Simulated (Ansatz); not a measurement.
## NiO under changes of volume

One of the cells (9.076 Å³/atom); the others are scaled copies at fixed shape and fractional positions:

```xyz
2
Lattice="0.0000 2.0859 2.0859 2.0859 0.0000 2.0859 2.0859 2.0859 0.0000" Properties=species:S:1:pos:R:3 pbc="T T T"
Ni    0.0000    0.0000    0.0000
O     2.0859    2.0859    2.0859
```

- Program: Ansatz 0.2.0
- Functional: PBEsol
- Potentials or basis: Ansatz PAW
- Cutoff: 420 eV (not typed: the program's choice for these potentials)
- k mesh: 11 × 11 × 11
- Occupations: fermi-dirac, width 0.05 eV
- Spin: collinear spin, ferromagnetic start
- Starting moments: [1.0, 0.0] μB

| volume (Å³/atom) | energy over the lowest point (meV/atom) | pressure (GPa) | moment (μB per cell) |
| --- | --- | --- | --- |
| 8.531 | 3.18 | 4.9 | 1.22 |
| 8.713 | 0.00 | 0.3 | 1.28 |
| 8.894 | ? | ? | ? |
| 9.076 | 8.62 | -7.4 | 1.40 |
| 9.257 | 18.72 | -10.3 | 1.50 |
| 9.439 | 31.86 | -13.0 | 1.58 |
| 9.620 | 47.84 | -15.2 | 1.66 |

Q: What does the run at 8.894 Å³/atom give?

A: Energy over the lowest point 2.09 meV/atom; pressure -3.9 GPa; moment 1.33 μB per cell.

Worked out: A Birch-Murnaghan fit of order 3 (a polynomial in V^(-2/3)) to the other rows has its minimum at 8.73 Å³/atom with B0 = V·E''(V) = 216 GPa and B' = 6.8. It gives 2.11 meV/atom at 8.894 Å³/atom, against the run's 2.09, and -dE/dV = -3.9 GPa, against -3.9. A parabola through the other rows of the moment, of slope 0.373 μB per Å³/atom there, gives 1.34 μB, against the run's 1.33.

Energies are extrapolated to zero smearing.

Caveats: a cell with one magnetic atom can't hold antiferromagnetic order, which such compounds often take; the PAW data sets come from PBE, with cores solved anew for the run's functional, which leaves a small shift of forces and pressure.
